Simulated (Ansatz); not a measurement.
Computed with DFT PBE, scalar-relativistic, plane waves, PAW (Ansatz). All cells share a 420 eV cutoff and Γ-centred k meshes spaced at most about 0.3 Å⁻¹ (2π included). No spin polarisation in the final relaxations.

All energies are static (0 K, no zero-point motion).

Two forms of MgO were relaxed alike.

A.

```
CELL_PARAMETERS angstrom
2.82886 0.00000 0.00000
0.00000 2.82886 0.00000
0.00000 0.00000 5.04971
ATOMIC_POSITIONS crystal
Mg 0.50000 0.50000 0.00000
O 0.00000 0.00000 0.00000
```

B.

```
CELL_PARAMETERS angstrom
2.95798 0.00000 0.00000
-1.47899 2.56168 0.00000
0.00000 0.00000 5.15619
ATOMIC_POSITIONS crystal
Mg 0.00000 0.00000 0.00000
Mg 0.00000 0.00000 0.50000
O 0.33333 0.66667 0.75000
O 0.66667 0.33333 0.25000
```

Question: Which is lower in energy, and by how much?

Answer: B is lower, by 250 meV/atom. A has space group P4/mmm (No. 123), 20.2 Å³/atom and a gap of 2.27 eV on its mesh; B has the nickel arsenide type, space group P6_3/mmc (No. 194), 9.8 Å³/atom and a gap of 4.13 eV. Counting O atoms around Mg (those within 1.25 times the shortest such distance or 1.15 times the sum of covalent radii), A has Mg 4 and B has Mg 6. Both come from invented guesses. The part of the Crystallography Open Database at hand lists MgO in space group No. 225, which no cell shown has.

No dispersion correction is applied, so the spacing and binding between layers, chains or molecules are poorly described (P4/mmm), and this can change margins and order among such cells. Kohn–Sham gaps at this level usually fall short of measured ones. Cells relaxed within their symmetry can be saddle points.
